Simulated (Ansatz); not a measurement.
Free-standing chains of the atoms of AlN, named by their start (strip: triangular double chain, ladder: square double chain); atoms and period are relaxed, and energies count from relaxed bulk AlN (F-43m, not its usual structure, 10.48 Å³/atom, gap on the mesh 3.19 eV).

Computed with DFT PBEsol, scalar-relativistic, plane waves, PAW in Ansatz 0.2.0.

Settings: cutoff 420 eV, Γ-centred mesh 1×1×19 on the computed 4-atom cell, Gaussian smearing of 0.05 eV; collinear spin from starting moments 0.5 0.5 0.5 0.5 μB.

Start (ladder chain):

```xyz
4
Lattice="10.8000 0.0000 0.0000 0.0000 9.3000 0.0000 0.0000 0.0000 3.4118" Properties=species:S:1:pos:R:3 pbc="T T T"
Al    4.5044    4.6500    0.0000
N     4.5044    4.6500    1.7059
N     6.2956    4.6500    0.0000
Al    6.2956    4.6500    1.7059
```

**Question.** Give the relaxed structure and its energy.

**Answer.** The free energy falls by 210 meV/atom.

```
excess energy (eV per host atom) : 1.268
period (Å)                       : 3.505
gap on the mesh (eV)             : 2.77
size of the moment (μB per cell) : 0.00
```

Relaxed structure:
```
CELL_PARAMETERS angstrom
10.80000 0.00000 0.00000
0.00000 9.30000 0.00000
0.00000 0.00000 3.50483
ATOMIC_POSITIONS crystal
Al 0.41900 0.50000 0.00000
N 0.40034 0.50000 0.50000
N 0.59966 0.50000 0.00000
Al 0.58100 0.50000 0.50000
```

An odd mesh misses points on the zone edge, so a gap read on it can be too wide.

Each run keeps its start's symmetry and one magnetic start, so lower states can exist.

Time: 3.2 min on 2 threads of Intel(R) Xeon(R) Processor @ 2.50GHz (Skylake/Cascade Lake), with other jobs on the host, peak memory 0.6 GiB.